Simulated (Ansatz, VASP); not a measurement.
# Al (Al strained to the junction's net): VASP beside Ansatz

One calculation is typed for both programs; each brings its own data sets. How far apart do they land? The structure shown is the end of the Ansatz relaxation below.

Main program and level: Ansatz 0.2.0; plane waves, with VASP 6.6.1 beside it; single point at PBE.

## (1) Set-up

It takes space group R-3m (No. 166, trigonal). The conventional cell has a = 2.770 Å, b = 2.770 Å, c = 7.181 Å, α = 90.00°, β = 90.00°, γ = 120.00°. Nearest to Al lie 12 Al at 2.77 to 2.88 Å.

## (2) Ansatz: relaxation, PBE

Ansatz runs on its default PAW (the set named soft_2) files.

This run makes the geometry at which the two programs are then compared.

input.yaml reads:

```yaml
crystal:
  lattice:
    - [2.77, 0.0, 0.0]
    - [-1.385, 2.3988903685, 0.0]
    - [0.0, 0.0, 7.1461643351]
  atoms:
    - { symbol: Al, position: [0.0, 0.0, 0.0] }
    - { symbol: Al, position: [0.3333333333, 0.6666666667, 0.3333333333] }
    - { symbol: Al, position: [0.6666666667, 0.3333333333, 0.6666666667] }
kpoints:
  mp_grid: { grid: [18, 18, 4] }
scf:
  occupations: { method: fermi_dirac, width: 0.1 }
  max_iter: 150
hamiltonian:
  xc: pbe
relax:
  f_tol: 0.01
  max_steps: 40
  cell: { fix: [a, b, angles] }
```

On the command line:

```
ansatz run input.yaml --threads 4 --pin off --max-ram 16384MiB --backend cpu --events-out ev --progress --plain --runs-dir out
```

Numbers of over 12 decimals in the logs are rounded to 6 here.

Log:

```text
Engine: ansatz 0.2.0, aarch64-unknown-linux-gnu
Pseudopotentials: kind: paw
Pseudopotential: Al, paw, valence charge 3, recommended cutoff 420 eV (normal), Al.paw.azcp
Functional definition: PBE
  parameter kappa = 0.804
  parameter beta = 0.066725
  exchange = pbe_x(kappa = kappa, mu = beta*pi^2/3)
  correlation = pbe_c(beta = beta)
Crystal: 3 atoms, lattice volume = 47.486 Å³
Basis set: ecut = 420 eV, 923 PW (Γ), exchange–correlation on 40×40×96 points (8 copies of the dense FFT grid, shifted against one another)
Bands: 9, of which v1, the nominal top of the filled ones, is band 5 counted from 1 (4 counted from 0)
Symmetry: 36 space group operations
Space group: R-3m (ITA 166), of the structure as read, at distance tolerance 3.6e-5 Å
k-points: 138 of 1296
Non-local potential: Al, projectors of the file, l = 0: 2, l = 1: 2, l = 2: 1
PAW form: soft (Blöchl's): semilocal exchange-correlation on the pseudo side does not see the compensation charge
PAW one-centre angular grid: Al, 110 points (default); XC on 64 Gauss nodes
Initial density: superposition of atomic densities (neutral atoms: chi_scale 0, normalization atom), corrected by the library's trained network
Initial wavefunctions: pseudopotential atomic-orbital guess
Functional: x = pbe(κ = 0.804, μ = 0.219515), c = pbe(β = 0.066725)
SCF iter   1: F=—  HF=-1612.476318 eV  |F-HF|=—  |Δ(HF+E_count)|=         —  Δρ=8.79e-4  dr2=3.44e-4  ethr=1.77e-3  ⟨swp⟩=6.3  Hψ=22451  notcnv=0  defer=20
automatic band count: the SCF goes on with 13 bands, as 9 were too few: the levels above may hold too much charge
preconditioner: auto → none  [metal: Δε(μ)=0.013 eV  Ē_g=10.654 eV  σ=0.100 eV  W_gap=0.03  n_scr=4 (ndim 8)  ℏωp=16.2 eV  f_vac=0.000  D(μ)=1.23/eV (n_scr^D=4)  sad-step TF]
SCF iter   2: F=—  HF=-1612.476314 eV  |F-HF|=—  |Δ(HF+E_count)|=   4.47e-6  Δρ=5.19e-4  dr2=1.25e-4  ethr=3.82e-6  ⟨swp⟩=1.5  Hψ=3038  notcnv=0  defer=31
SCF iter   3: F=—  HF=-1612.476307 eV  |F-HF|=—  |Δ(HF+E_count)|=   6.77e-6  Δρ=2.53e-5  dr2=2.03e-7  ethr=1.39e-6  ⟨swp⟩=1.5  Hψ=1834  notcnv=0  defer=31
SCF iter   4: F=—  HF=-1612.476303 eV  |F-HF|=—  |Δ(HF+E_count)|=   3.50e-6  Δρ=3.81e-6  dr2=2.29e-9  ethr=2.25e-9  ⟨swp⟩=2.0  Hψ=2173  notcnv=0  defer=31
iter 5 did not close the SCF: its close was put off for the readings that it lacked (scf_convergence_deferred on its scf_iter line)
SCF iter   5: F=-1612.476303 eV  HF=-1612.476303 eV  |F-HF|=2.61e-11  |Δ(HF+E_count)|=   8.41e-9  Δρ=4.31e-7  dr2=9.31e-11  ethr=2.54e-11  ⟨swp⟩=2.1  Hψ=2202  notcnv=0  defer=31
SCF iter   6: F=-1612.476303 eV  HF=-1612.476303 eV  |F-HF|=4.55e-13  |Δ(HF+E_count)|=  2.00e-11  Δρ=5.89e-8  dr2=1.09e-12  ethr=1.03e-12  ⟨swp⟩=1.0  Hψ=3975  notcnv=0
SCF 1 converged in 6 iterations: F = -1612.476303 eV  dr2 = 1.09e-12
  greatest PAW one-centre occupation: 0.447 electrons in one spin orbital (limit 2), on the Al atom at site 2 (counted from 0), in its partial waves of l = 0
relax step   1: F+E_penalty+E_count = -1612.47630329 eV  Δ(F+E_penalty+E_count) = +0.000e0 eV  max|allowed force component| = 4.827e-29 eV/Å  Δτ_max = 0.0000 Å  P = +3.853 GPa  Ω = 47.486 Å³  fix = [a, b, alpha, beta, gamma]  reactions: a +5.589, b +5.589 GPa  (6 SCF iters, dr2 threshold 1.00e-7 eV, accepted)
[...]
relax step   2: F+E_penalty+E_count = -1612.47646106 eV  Δ(F+E_penalty+E_count) = -1.578e-4 eV  max|allowed force component| = 7.573e-29 eV/Å  Δτ_max = 0.0000 Å  P = +3.647 GPa  Ω = 47.606 Å³  energy of the carried Pulay correction = -5.437e-5 eV  fix = [a, b, alpha, beta, gamma]  reactions: a +5.378, b +5.378 GPa  (6 SCF iters, dr2 threshold 3.00e-7 eV, accepted)
[...]
relax step   3: F+E_penalty+E_count = -1612.47647601 eV  Δ(F+E_penalty+E_count) = -1.494e-5 eV  max|allowed force component| = 1.401e-28 eV/Å  Δτ_max = 0.0000 Å  P = +3.458 GPa  Ω = 47.719 Å³  energy of the carried Pulay correction = -1.051e-4 eV  fix = [a, b, alpha, beta, gamma]  reactions: a +5.186, b +5.186 GPa  (6 SCF iters, dr2 threshold 8.47e-8 eV, accepted)
[...]
relax step   4: F+E_penalty+E_count = -1612.47658585 eV  Δ(F+E_penalty+E_count) = -1.098e-4 eV  max|allowed force component| = 6.924e-25 eV/Å  Δτ_max = 0.0000 Å  P = +3.461 GPa  Ω = 47.719 Å³  fix = [a, b, alpha, beta, gamma]  reactions: a +5.187, b +5.187 GPa  stress off target by 8.78e-3 GPa on what of the cell is left free  SCF on the basis re-selected at this cell (its energy is not comparable with the rows above)  (7 SCF iters)
basis re-selected at this cell: Δ(F+E_penalty+E_count) = -1.098e-4 eV, ΔP = +0.003 GPa vs the last step (what re-selecting the basis moved, of the pressure what is left beyond the Pulay correction that the steps carried, after the strain that the cell walked since its last selection, with what the two solves' SCF thresholds leave and, on support functions, any second-order correction that the steps lacked; it is no measure of the basis error at this ecutwfc). The dense FFT grid was sized anew with the basis: this SCF ran on 20×20×50 points, the steps before it on 20×20×48, so part of this shift can come from that change (see relax.cell in the input reference). [rest of the remark cut]
SCF converged after 7 iterations
Free energy (F): -1612.476586 eV
Harris-Foulkes:  -1612.476586 eV  (|F-HF|=2.27e-13)
Internal energy: -1612.436098 eV  (E = F + TS)
E sigma→0 (E₀):  -1612.456342 eV
Entropy (-TS):   -0.040488 eV (-13.496 meV/atom)
Fermi energy:    8.335207 eV
--- Per-component energies (eV) ---
  E_band       = 34.243533
  E_kinetic    = 70.113495
  E_local      = 31.197544  (includes V_loc(G=0)·N_el)
  E_nonlocal   = 31.209813
  E_hartree    = 0.369685
  E_xc         = -119.945985
  E_vxc        = -87.848750  (∫ρ·V_xc dr)
  E_paw        = -1402.231497  (= ΣΔE_a)
  E_vpaw       = -11.167931  (= ΣTr[D̂ρ^β])
  E_aug_tail   = -0.000006  (compensation charges beyond the density's cutoff)
  E_ewald      = -223.149147
  E_smearing   = -0.040488  (= −TS)
  E_closure    = 0.000000  (closes the sum)
  Σ components = -1612.476586   (vs F -1612.476586, Δ=0.00e0)
--- Forces (eV/Å), atoms counted from 1 ---
  atom   1  Al     0.00000000     0.00000000     0.00000000
  atom   2  Al     0.00000000     0.00000000     0.00000000
  atom   3  Al    -0.00000000    -0.00000000    -0.00000000
  max |Σ_I F_I| component: 1.04e-24 eV/Å
--- Stress (GPa, compression-positive) ---
        5.187366      -0.000000       0.000000
        0.000000       5.187366      -0.000000
        0.000000      -0.000000       0.008777
  P = ⅓ Tr σ = 3.4612 GPa (34.612 kbar)
--- Relaxed structure (3 steps of the walk, 3 accepted, 1 SCFs on fresh bases) ---
  F+E_penalty+E_count = -1612.47658585 eV   max|allowed force component| = 6.924e-25 eV/Å   (the final SCF, on the basis selected at the relaxed cell)
  cell:  # Å, volume = 47.7189 Å³
    - [2.770000, 0, 0]
    - [-1.385000, 2.398890, 0]
    - [0, 0, 7.181255]
  atoms:
    - { symbol: Al, position: [0, 0, 0] }
    - { symbol: Al, position: [0.333333, 0.666667, 0.333333] }
    - { symbol: Al, position: [0.666667, 0.333333, 0.666667] }
```

Reading the cycles: dr2 is the Hartree energy of the density residual (eV), the measure of convergence; HF is the Harris–Foulkes estimate of the energy, which meets the free energy F at convergence.

## (3) VASP: single point, PBE

The same cell, functional, mesh and smearing now go to VASP, with its own data sets.

Lines of VASP's logs that name or quote its potential files are left out, and so is its time.

INCAR reads:

```
SYSTEM = Al
PREC = Accurate
ENCUT = 500
EDIFF = 1E-06
NELM = 120
ISMEAR = -1
SIGMA = 0.1
LREAL = .FALSE.
ALGO = Normal
GGA = PE
NBANDS = 10
LORBIT = 11
LWAVE = .FALSE.
LCHARG = .FALSE.
ISIF = 2
LASPH = .TRUE.
GGA_COMPAT = .FALSE.
```

POSCAR reads:

```
Al
1.0
    2.7700000000      0.0000000000      0.0000000000
   -1.3850000000      2.3988903685      0.0000000000
    0.0000000000      0.0000000000      7.1812549149
Al
3
Direct
    0.0000000000      1.0000000000      0.0000000000
    0.3333333333      0.6666666667      0.3333333333
    0.6666666667      0.3333333333      0.6666666667
```

KPOINTS reads:

```
Automatic mesh
0
Gamma
18 18 4
0 0 0
```

Potentials, in the order of the species: Al (PBE family, release 64).

On the command line:

```
mpirun -np 1 vasp_std
```

Log:

```text
[banner, memory and clock lines left out]
running    1 mpi-ranks, on    1 nodes
 distrk:  each k-point on    1 cores,    1 groups
 distr:  one band on    1 cores,    1 groups

 POSCAR found type information on POSCAR Al
 POSCAR found :  1 types and       3 ions
 LDA part: xc-table for (Slater+PW92), standard interpolation
 POSCAR, INCAR and KPOINTS ok, starting setup
 FFT: planning ... GRIDC
 FFT: planning ... GRID_SOFT
 FFT: planning ... GRID
 WAVECAR not read
 entering main loop
       N       E                     dE             d eps       ncg     rms          rms(c)
DAV:   1     0.294810724930E+01    0.29481E+01   -0.29704E+03  2760   0.614E+02
DAV:   2    -0.108715255641E+02   -0.13820E+02   -0.13091E+02  3702   0.766E+01
DAV:   3    -0.112748958438E+02   -0.40337E+00   -0.39279E+00  3728   0.111E+01
DAV:   4    -0.112772913066E+02   -0.23955E-02   -0.23911E-02  3570   0.936E-01
DAV:   5    -0.112773083978E+02   -0.17091E-04   -0.17091E-04  3562   0.820E-02    0.239E+00
DAV:   6    -0.112367200581E+02    0.40588E-01   -0.42262E-03  3300   0.437E-01    0.139E+00
DAV:   7    -0.112074476261E+02    0.29272E-01   -0.11332E-02  3122   0.669E-01    0.205E-01
DAV:   8    -0.112072019999E+02    0.24563E-03   -0.16877E-04  4084   0.856E-02    0.401E-02
DAV:   9    -0.112071948416E+02    0.71583E-05   -0.36265E-06  3412   0.118E-02    0.301E-03
DAV:  10    -0.112071937430E+02    0.10986E-05   -0.11414E-07  1884   0.205E-03    0.266E-03
DAV:  11    -0.112071935977E+02    0.14532E-06   -0.91295E-09  1732   0.804E-04
   1 F= -.11207194E+02 E0= -.11186983E+02  d E =-.404203E-01
```

Parts of OUTCAR (step 3):

```text
ion  position               nearest neighbor table
   1  0.000  0.000  0.000-   2 2.88   3 2.88   3 2.88   2 2.88   3 2.88   2 2.88
   2  0.333  0.667  0.333-   1 2.88   1 2.88   1 2.88   3 2.88   3 2.88   3 2.88
   3  0.667  0.333  0.667-   1 2.88   1 2.88   1 2.88   2 2.88   2 2.88   2 2.88

  LATTYP: Found a hexagonal cell.
 ALAT       =     2.7700000000
 C/A-ratio  =     2.5925107996

 Subroutine GETGRP returns: Found 12 space group operations
 (whereof 12 operations were pure point group operations)

The static configuration has the point symmetry D_3d.

 Found    138 irreducible k-points:

   k-points           NKPTS =    138   k-points in BZ     NKDIM =    138   number of bands    NBANDS=     10

   dimension x,y,z NGX =    20 NGY =   20 NGZ =   54
   dimension x,y,z NGXF=    40 NGYF=   40 NGZF=  108

   ENCUT  =  500.0 eV  36.75 Ry    6.06 a.u.   5.05  5.05 13.09*2*pi/ulx,y,z

   NELECT =       9.0000    total number of electrons

 k-points in reciprocal lattice and weights: Automatic mesh
   0.00000000  0.00000000  0.00000000       0.001
   0.05555556  0.00000000  0.00000000       0.005
   0.11111111  0.00000000  0.00000000       0.005
   0.16666667  0.00000000  0.00000000       0.005
   0.22222222  0.00000000  0.00000000       0.005
   0.27777778 -0.00000000  0.00000000       0.005
   0.33333333 -0.00000000  0.00000000       0.005
   0.38888889 -0.00000000  0.00000000       0.005
   0.44444444  0.00000000  0.00000000       0.005
[...]
0.33333333  0.27777778  0.50000000       0.009
   0.33333333  0.33333333  0.50000000       0.002

 average (electrostatic) potential at core
       1 -72.1845       2 -72.1845       3 -72.1845

 E-fermi :   8.3941

 k-point     1 :       0.0000    0.0000    0.0000
  band No.  band energies     occupation
      1      -3.0049      2.00000
      2      -0.1655      2.00000
      3      -0.1655      2.00000
      4       8.0497      1.93810
      5       8.0497      1.93810
      6      19.9631      0.00000
      7      20.2722      0.00000
      8      20.2722      0.00000
      9      20.2722      0.00000
     10      20.2722      0.00000

 k-point     2 :       0.0556    0.0000    0.0000
  band No.  band energies     occupation
      1      -2.9255      2.00000
      2      -0.0877      2.00000
      3      -0.0877      2.00000
      4       8.1210      1.87760
      5       8.1216      1.87698
      6      18.4768      0.00000
      7      19.1377      0.00000
      8      19.8308      0.00000
      9      20.3825      0.00000
     10      20.6324      0.00000

 k-point     3 :       0.1111    0.0000    0.0000
  band No.  band energies     occupation
      1      -2.6877      2.00000
      2       0.1453      2.00000
      3       0.1454      2.00000
      4       8.3321      1.30032
      5       8.3372      1.27699
      6      16.3008      0.00000
      7      18.1340      0.00000
      8      18.3605      0.00000
      9      18.7137      0.00000
     10      19.9031      0.00000

  Total        1.5337878      1.5337878     -0.0076699      0.0000000     -0.0000000      0.0000000
  in kB       51.4974058     51.4974058     -0.2575204      0.0000000     -0.0000000      0.0000000
  external PRESSURE =      34.2457637 kB  Pullay stress =       0.0000000 kB

  energy-cutoff  :      500.00
  volume of cell :       47.72
      direct lattice vectors                 reciprocal lattice vectors
     2.770000000  0.000000000  0.000000000     0.361010830  0.208429700  0.000000000
    -1.385000000  2.398890369  0.000000000     0.000000000  0.416859400  0.000000000
     0.000000000  0.000000000  7.181254915     0.000000000  0.000000000  0.139251428

 POSITION                                       TOTAL-FORCE (eV/Angst)
 -----------------------------------------------------------------------------------
      0.00000      0.00000      0.00000         0.000000     -0.000000     -0.000000
     -0.00000      1.59926      2.39375        -0.000000     -0.000000     -0.000000
      1.38500      0.79963      4.78750        -0.000000      0.000000      0.000000
 -----------------------------------------------------------------------------------
    total drift:                               -0.000000      0.000000     -0.000000

  FREE ENERGIE OF THE ION-ELECTRON SYSTEM (eV)
  ---------------------------------------------------
  free  energy   TOTEN  =       -11.2071935977 eV

  energy  without entropy=      -11.1667732690  energy(sigma->0) =      -11.18698343

 total charge
# of ion       s       p       d       tot
------------------------------------------
    1        0.427   0.354   0.000   0.782
    2        0.427   0.354   0.000   0.782
    3        0.427   0.354   0.000   0.782
--------------------------------------------------
tot          1.282   1.062   0.000   2.345

[... 3 further parts left out ...]
```

The run ends at a pressure of 3.42 GPa.

## (4) Comparison

Known differences besides the potentials themselves: the cutoff is 420 eV in Ansatz and 500 eV in VASP; Ansatz's pressure holds a Pulay correction, VASP's none. Total energies have different zeros and are not compared.

Both answers:

```
      quantity  Ansatz  VASP  difference
pressure (GPa)    3.46  3.42       +0.04
```

## (5) What came out

```yaml
difference_in_pressure_single_point_pbe: 0.037 GPa
```

In words: The difference in pressure is 0.037 GPa (single point, PBE), within the 1 GPa picked in this series as the mark of a large difference. How closely two codes agree says nothing of how well the functional describes the real material.

[Lines on the potential files, build, host, timing and source positions are cut from VASP's logs without a mark.]

[Logs are printed without paths, hosts, clocks, repeated set-up lines and the standing remarks that a program may print on its own settings, such as how far it seeks lower states.]

[Hosts, paths, dates, database ids (printed as entryN), source tags and the programs' standing remarks are cut or masked in the printed files.]
